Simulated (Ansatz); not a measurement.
## BN: band structure with RPBE

The system is BN.

```xyz
2
Lattice="1.2511 0.7223 3.3729 -1.2511 0.7223 3.3729 0.0000 -1.4447 3.3729" Properties=species:S:1:pos:R:3 pbc="T T T"
N     0.0000    0.0000    6.7517
B     0.0000    0.0000    0.0033
```

The cell is a database's computed one.

* Program: Ansatz 0.2.0
* Task: band structure
* Functional: RPBE
* Potentials or basis: Ansatz PAW
* Cutoff: 420 eV (not typed: the program's choice for these potentials)
* k mesh: 12 × 12 × 12
* Occupations: fermi-dirac, width 0.05 eV
* Spin: no spin polarisation
* Path: [["G", "L", "B1"], ["B", "Z", "G", "X"], ["Q", "F", "P1", "Z"], ["L", "P"]]
* Points for each segment of the path: 14

| Property | Result |
| --- | --- |
| Pressure | 7.4 GPa |
| Largest force | 0.003 eV/Å |
| Band gap on the k mesh | 4.40 eV, indirect (least direct gap 4.77 eV) |
| Band gap along the path | 4.35 eV, indirect (least direct gap 4.77 eV) |

Forces on the atoms (eV/Å):
```
N    0.000  0.000 -0.003
B    0.000  0.000  0.003
```

Stress tensor (GPa, compression positive):
```
8.91 0.00 0.00
0.00 8.91 0.00
0.00 0.00 4.41
```

Levels at the corners of the path, in eV from the valence-band top:
```
point  band 1  band 2  band 3  band 4  band 5  band 6  band 7  band 8
    Γ  -17.89   -4.22   -1.31   -1.31    5.40   11.71   11.71   13.19
    L  -14.71   -8.98   -4.11   -0.64    5.32    9.92   13.32   15.23
   B1  -14.17   -7.97   -6.94   -0.40    4.85   12.61   14.25   16.11
    B  -14.17   -7.97   -6.94   -0.40    4.85   12.61   14.25   16.11
    Z  -17.64   -6.11   -1.33   -1.33   10.30   11.64   11.64   12.18
    Γ  -17.89   -4.22   -1.31   -1.31    5.40   11.71   11.71   13.19
    X  -14.11   -7.95   -7.13   -0.15    4.69   12.54   14.03   16.58
    Q  -14.11   -7.95   -7.13   -0.15    4.69   12.54   14.03   16.58
    F  -14.64   -8.87   -4.16   -1.20    4.35    9.90   14.49   17.77
   P1  -14.75   -8.72   -4.10   -1.51    5.05    9.96   14.57   16.82
    Z  -17.64   -6.11   -1.33   -1.33   10.30   11.64   11.64   12.18
    L  -14.71   -8.98   -4.11   -0.64    5.32    9.92   13.32   15.23
    P  -14.75   -8.72   -4.10   -1.51    5.05    9.96   14.57   16.82
```

It took 2.6 s on 2 threads of Arm Neoverse V2, on a shared host, peak memory 0.31 GiB.

Caveat: the pressure holds a Pulay correction of +0.5 GPa for the finite cutoff; the PAW data sets come from PBE, with cores solved anew for the run's functional, which leaves a small shift of forces and pressure.
